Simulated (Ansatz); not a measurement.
Reactions of `C=C(CC)C(C)C`.

Isolated molecules relaxed with PBE0-D4/def2-TZVP in Ansatz; ΔE leaves out vibrations. CCSD(T)/CBS adds triple-zeta CCSD(T) − MP2 to the extrapolated MP2 energy (def2 sets, frozen cores). This one scheme is used for every species, atoms too. For atomizations the MP2-based limit and the directly extrapolated one differ by several kJ/mol either way, and by 10 to 25 for some Ge, Se and Sn compounds, so smaller differences from it don't rank the levels. No spin–orbit coupling; open shells (•) take unrestricted orbitals. Spin–orbit coupling would lower the free atoms: a little for C. def2 core potentials past Kr. Bonds to Te are less sure, by a few kJ/mol each and by 10 to 20 or more in all where they break to atoms, as the def2 sets lack core-valence functions. One conformer a species, not always the lowest.

Problem. Order these by ΔE at CCSD(T)/CBS, lowest first. (Best estimate.)
A. `C=C(CC)C(C)C` + `SC1O[SiH2]1` → `CSC1O[SiH2]1` + `C=C(C)C(C)C`
B. `C=C(CC)C(C)C` + CH₄ → `C=C(C)C(C)C` + `CC`
C. `C=C(CC)C(C)C` + `C=C[Te][SiH3]` → `C=C[Te][SiH2]C` + `C=C(CC)CC`
D. `C=C(CC)C(C)C` → 7 C• + 14 H•
E. `C=C(CC)C(C)C` + `OB(O)F` → `COB(O)F` + `C=C(CC)CC`
F. `C=C(CC)C(C)C` + CH₄ → `CC(C)C` + `C=CCC`
G. `C=C(CC)C(C)C` → `C=C(C)C(C)C` + `[CH2]` (triplet)

Solution. C (-45.1 kJ/mol), A (-4.8 kJ/mol), B (+6.0 kJ/mol), F (+15.4 kJ/mol), E (+57.9 kJ/mol), G (+432.6 kJ/mol), D (+8535.3 kJ/mol).

Largest T1 diagnostic: 0.015, for `SC1O[SiH2]1`.
